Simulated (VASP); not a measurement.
# Si (Fd-3m) in VASP: a series of runs

One crystal, Si, is run at these levels: LDA; tasks: single point, relaxation of cell and atoms.

Everything below comes from runs of VASP 6.6.1. Logs are shortened: lines on timing, memory, paths and dates and some standing lists are left out, and cuts for length are marked.

## (1) The crystal as given

Symmetry: Fd-3m, No. 227, cubic system. The conventional cell has a = 5.401 Å, b = 5.401 Å, c = 5.401 Å, α = 90.00°, β = 90.00°, γ = 90.00°. Si (site symmetry -43m) has 4 Si at 2.34 Å as nearest neighbours.

The cell was built by a generator and needn't be a form met in nature.

## (2) Single point, LDA

INCAR reads:

```
SYSTEM = Si
ALGO     = Normal         ! electronic algorithm
EDIFF    = 1E-6           ! SCF threshold, eV
ENCUT    = 520            ! plane-wave cutoff, eV
GGA      = CA             ! functional
ISIF     = 2              ! what is computed and relaxed
ISMEAR   = 0              ! smearing method
LASPH    = .True.         ! aspherical terms in the spheres
LCHARG   = .False.        ! write CHGCAR
LREAL    = .False.        ! projectors in reciprocal space
LWAVE    = .False.        ! write WAVECAR
NBANDS   = 11             ! bands
NELM     = 100            ! most SCF steps
PREC     = Accurate       ! precision mode
SIGMA    = 0.02           ! smearing width, eV
```

KPOINTS reads:

```
k-points
0
Gamma
  10 10 10
  0 0 0
```

POSCAR reads:

```
Si
1.0
    0.0000000000      2.7007329269      2.7007329269
    2.7007329269      0.0000000000      2.7007329269
    2.7007329269      2.7007329269      0.0000000000
Si
2
Direct
    0.0000000000      0.0000000000      0.0000000000
    0.2500000000      0.2500000000      0.2500000000
```

Potentials or basis: VASP PAW LDA potentials, release 64 (Si).

Launch:

```
$ cat potpaw_LDA.64/Si/POTCAR > POTCAR
$ mpirun -np 1 vasp_std > vasp.out
```

OUTCAR:

```text
SYSTEM = Si
   EDIFF = 1E-6
   ENCUT = 520
   GGA = CA
   ISIF = 2
   ISMEAR = 0
   LASPH = .True.
   LREAL = .False.
   NELM = 100
   PREC = Accurate

 ion  position               nearest neighbor table
   1  0.000  0.000  0.000-   2 2.34   2 2.34   2 2.34   2 2.34
   2  0.250  0.250  0.250-   1 2.34   1 2.34   1 2.34   1 2.34

  LATTYP: Found a face centered cubic cell.
 ALAT       =     5.4014658538

  Lattice vectors:

 A1 = (   0.0000000000,   2.7007329269,   2.7007329269)
 A2 = (   2.7007329269,   0.0000000000,   2.7007329269)
 A3 = (   2.7007329269,   2.7007329269,   0.0000000000)

Analysis of symmetry for initial positions (statically):
=====================================================================
 Subroutine PRICEL returns:
 Original cell was already a primitive cell.

 Routine SETGRP: Setting up the symmetry group for a
 face centered cubic supercell.

 Subroutine GETGRP returns: Found 48 space group operations
 (whereof 24 operations were pure point group operations)
 out of a pool of 48 trial point group operations.

The static configuration has the point symmetry T_d .
 The point group associated with its full space group is O_h .

Analysis of symmetry for dynamics (positions and initial velocities):
=====================================================================
 Subroutine PRICEL returns:
 Original cell was already a primitive cell.

 Routine SETGRP: Setting up the symmetry group for a
 face centered cubic supercell.

 Subroutine GETGRP returns: Found 48 space group operations
 (whereof 24 operations were pure point group operations)
 out of a pool of 48 trial point group operations.

The dynamic configuration has the point symmetry T_d .
 The point group associated with its full space group is O_h .

 Subroutine INISYM returns: Found 48 space group operations
 (whereof 24 operations are pure point group operations),
 and found     1 'primitive' translations

----------------------------------------------------------------------------------------

                                     Primitive cell

  volume of cell :      39.3981

  direct lattice vectors                    reciprocal lattice vectors
     0.000000000  2.700732927  2.700732927    -0.185134929  0.185134929  0.185134929
     2.700732927  0.000000000  2.700732927     0.185134929 -0.185134929  0.185134929
     2.700732927  2.700732927  0.000000000     0.185134929  0.185134929 -0.185134929

  length of vectors
     3.819413134  3.819413134  3.819413134     0.320663104  0.320663104  0.320663104

  position of ions in fractional coordinates (direct lattice)
     0.000000000  0.000000000  0.000000000
     0.250000000  0.250000000  0.250000000

  ion indices of the primitive-cell ions
   primitive index   ion index
                 1           1
                 2           2

----------------------------------------------------------------------------------------

 KPOINTS: k-points

Automatic generation of k-mesh.
 Grid dimensions read from file:
 generate k-points for:   10   10   10

 Generating k-lattice:

  Cartesian coordinates                     Fractional coordinates (reciprocal lattice)
    -0.018513493  0.018513493  0.018513493     0.100000000  0.000000000  0.000000000
     0.018513493 -0.018513493  0.018513493     0.000000000  0.100000000  0.000000000
     0.018513493  0.018513493 -0.018513493     0.000000000  0.000000000  0.100000000

  Length of vectors
     0.032066310  0.032066310  0.032066310

  Shift w.r.t. Gamma in fractional coordinates (k-lattice)
     0.000000000  0.000000000  0.000000000

 Subroutine IBZKPT returns following result:
 ===========================================

 Found     47 irreducible k-points:

 Following reciprocal coordinates:
            Coordinates               Weight
  0.000000  0.000000  0.000000      1.000000
  0.100000  0.000000  0.000000      8.000000
  0.200000  0.000000  0.000000      8.000000
  0.300000  0.000000  0.000000      8.000000
  0.400000  0.000000  0.000000      8.000000
  0.500000  0.000000  0.000000      4.000000
[... 16 lines left out ...]
  0.300000  0.300000  0.000000      6.000000
  0.400000  0.300000  0.000000     24.000000
 [... further k-points ...]
   k-points           NKPTS =     47   k-points in BZ     NKDIM =     47   number of bands    NBANDS=     11
   number of dos      NEDOS =    301   number of ions     NIONS =      2
   total plane-waves  NPLWV =  21952
   dimension x,y,z NGX =    28 NGY =   28 NGZ =   28
   dimension x,y,z NGXF=    56 NGYF=   56 NGZF=   56
   ions per type =               2
   NGX,Y,Z   is equivalent  to a cutoff of  12.19, 12.19, 12.19 a.u.
   NGXF,Y,Z  is equivalent  to a cutoff of  24.37, 24.37, 24.37 a.u.
 SYSTEM =  Si
   PREC   = accura    normal or accurate (medium, high low for compatibility)
   ISTART =      0    job   : 0-new  1-cont  2-samecut
   ICHARG =      2    charge: 1-file 2-atom 10-const
   ISPIN  =      1    spin polarized calculation?
   LNONCOLLINEAR =      F non collinear calculations
   LSORBIT =      F    spin-orbit coupling
   LASPH  =      T    aspherical Exc in radial PAW
   ENCUT  =  520.0 eV  38.22 Ry    6.18 a.u.   7.10  7.10  7.10*2*pi/ulx,y,z
   NELM   =    100;   NELMIN=  2; NELMDL= -5     # of ELM steps
   EDIFF  = 0.1E-05   stopping-criterion for ELM
   LREAL  =      F    real-space projection
   EDIFFG = 0.1E-04   stopping-criterion for IOM
   NSW    =      0    number of steps for IOM
   IBRION =     -1    ionic relax: 0-MD 1-quasi-New 2-CG
   NFREE  =      0    steps in history (QN), initial steepest desc. (CG)
   ISIF   =      2    stress and relaxation
   ISYM   =      2    0-nonsym 1-usesym 2-fastsym
   POTIM  = 0.5000    time-step for ionic-motion
   TEBEG  =    0.0;   TEEND  =   0.0 temperature during run
   PSTRESS=    0.0 pullay stress
   NELECT =       8.0000    total number of electrons
   NUPDOWN=      -1.0000    fix difference up-down
   EMIN   =  10.00;   EMAX   =-10.00  energy-range for DOS
   EFERMI =   0.00;   METHOD = LEGACY
   ISMEAR =     0;   SIGMA  =   0.02  broadening in eV -4-tet -1-fermi 0-gaus
   EFERMI_NEDOS =   21; number of points for ismear=-14 and -15
   IALGO  =     38    algorithm
   IMIX   =      4    mixing-type and parameters
     AMIX     =   0.40;   BMIX     =  1.00
     AMIX_MAG =   1.60;   BMIX_MAG =  1.00
  volume/ion in A,a.u.               =      19.70       132.94
  Fermi-wavevector in a.u.,A,eV,Ry     =   0.962232  1.818355 12.597507  0.925891
  Thomas-Fermi vector in A             =   2.091673
   LORBIT       =      0    0 simple, 1 ext, 2 COOP (PROOUT), +10 PAW based schemes
   GGA     = CA    functional components
   LHFCALC =     F    Hartree Fock is set to
   AEXX    =    0.0000 exact exchange contribution
   IVDW    =     0    specifies the selected vdW correction
   LEPSILON=     F    determine dielectric tensor
   LRPA    =     F    only Hartree local field effects (RPA)
 non-spin polarized calculation
 Gauss-broadening in eV      SIGMA  =   0.02
  energy-cutoff  :      520.00
  volume of cell :       39.40
 maximum number of plane-waves:      1073
   NGX = 15   NGY = 15   NGZ = 15

 number of electron       8.0000001 magnetization

 Free energy of the ion-electron system (eV)
  ---------------------------------------------------
  ext. energy  EPLUGINS =         0.00000000
  ---------------------------------------------------
  free energy    TOTEN  =       -11.91907655 eV

  energy without entropy =      -11.91907655  energy(sigma->0) =      -11.91907655

 E-fermi :   6.0985     XC(G=0):  -9.6666

 val. band max:        5.9362293415   @ k =   0.0000   0.0000   0.0000
 cond. band min:       6.3883489058   @ k =   0.4000   0.4000   0.0000
 fundamental gap:      0.4521195642
 Fermi energy:         6.0985319501

 k-point     1 :       0.0000    0.0000    0.0000
  band No.  band energies     occupation
      1      -6.1322      2.00000
      2       5.9362      2.00000
      3       5.9362      2.00000
      4       5.9362      2.00000
      5       8.4672      0.00000
      6       8.4672      0.00000
      7       8.4672      0.00000
      8       9.3316      0.00000
      9      13.6723      0.00000
     10      13.6723      0.00000
     11      13.6828      0.00000

 k-point     2 :       0.1000    0.0000    0.0000
  band No.  band energies     occupation
      1      -5.9994      2.00000
      2       4.7774      2.00000
      3       5.7339      2.00000
      4       5.7339      2.00000
      5       8.4792      0.00000
      6       8.7642      0.00000
      7       8.7642      0.00000
      8      10.2440      0.00000
      9      13.2935      0.00000
     10      13.2935      0.00000
     11      14.2400      0.00000

 k-point     3 :       0.2000    0.0000    0.0000
  band No.  band energies     occupation
      1      -5.6072      2.00000
      2       2.8933      2.00000
      3       5.3485      2.00000
      4       5.3485      2.00000
      5       8.1164      0.00000
      6       9.2744      0.00000
      7       9.2744      0.00000
      8      11.9857      0.00000
      9      12.9602      0.00000
     10      12.9602      0.00000
     11      14.9181      0.00000

 k-point     4 :       0.3000    0.0000    0.0000
  band No.  band energies     occupation
      1      -4.9816      2.00000
      2       1.0846      2.00000
      3       5.0115      2.00000
      4       5.0115      2.00000
      5       7.7486      0.00000
      6       9.4327      0.00000
      7       9.4327      0.00000
      8      13.5011      0.00000
      9      13.5109      0.00000
     10      13.5109      0.00000
     11      14.7187      0.00000
[... 239 lines left out ...]
 k-point    22 :      -0.2000    0.2000    0.0000
  band No.  band energies     occupation
      1      -4.7627      2.00000
      2       1.4326      2.00000
      3       2.8633      2.00000
      4       5.0832      2.00000
      5       8.7880      0.00000
      6       9.9075      0.00000
      7      10.1947      0.00000
      8      11.6289      0.00000
      9      11.9998      0.00000
     10      16.5630      0.00000
     11      16.7535      0.00000

 k-point    23 :       0.3000    0.3000    0.0000
  band No.  band energies     occupation
      1      -4.5609      2.00000
      2       1.5094      2.00000
      3       3.6703      2.00000
      4       3.6703      2.00000
      5       6.6852      0.00000
      6       8.2324      0.00000
      7      12.5872      0.00000
      8      12.5872      0.00000
      9      15.0891      0.00000
     10      15.4269      0.00000
     11      18.2800      0.00000

 k-point    24 :       0.4000    0.3000    0.0000
  band No.  band energies     occupation
      1      -3.9387      2.00000
      2       0.4936      2.00000
      3       3.0212      2.00000
      4       3.4637      2.00000
      5       6.8734      0.00000
      6       8.0678      0.00000
      7      12.8874      0.00000
      8      13.0022      0.00000
      9      16.4427      0.00000
     10      16.7302      0.00000
     11      18.0366      0.00000

 [... further k-points ...]
[... 5 lines left out ...]
  --------------------------------------------------------------------------------------
  -------------------------------------------------------------------------------------
  Total        0.0180506      0.0180506      0.0180506      0.0000000      0.0000000      0.0000000
  in kB        0.7340519      0.7340519      0.7340519      0.0000000      0.0000000      0.0000000
  external PRESSURE =       0.7340519 kB  Pullay stress =       0.0000000 kB

 VOLUME and BASIS-vectors are now :
 -----------------------------------------------------------------------------
  energy-cutoff  :      520.00
  volume of cell :       39.40
      direct lattice vectors                 reciprocal lattice vectors
     0.000000000  2.700732927  2.700732927    -0.185134929  0.185134929  0.185134929
     2.700732927  0.000000000  2.700732927     0.185134929 -0.185134929  0.185134929
     2.700732927  2.700732927  0.000000000     0.185134929  0.185134929 -0.185134929

 POSITION                                       TOTAL-FORCE (eV/Angst)
 -----------------------------------------------------------------------------------
      0.00000      0.00000      0.00000        -0.000000     -0.000000     -0.000000
      1.35037      1.35037      1.35037         0.000000      0.000000      0.000000
 -----------------------------------------------------------------------------------
    total drift:                                0.000000      0.000000     -0.000000

  FREE ENERGIE OF THE ION-ELECTRON SYSTEM (eV)
  ---------------------------------------------------
  free  energy   TOTEN  =       -11.9190765548 eV

  energy  without entropy=      -11.9190765548  energy(sigma->0) =      -11.91907655
```

Run time: 7.9 s. Hardware: 1 thread of Intel Xeon Platinum 8559C (Emerald Rapids), shared host; peak memory 0.13 GiB.

Results:

- Free energy: -11.9191 eV
- Pressure: 0.1 GPa
- Band gap on the k mesh: 0.45 eV, indirect (least direct gap 2.53 eV)

(Continued in part 2 of 2.)
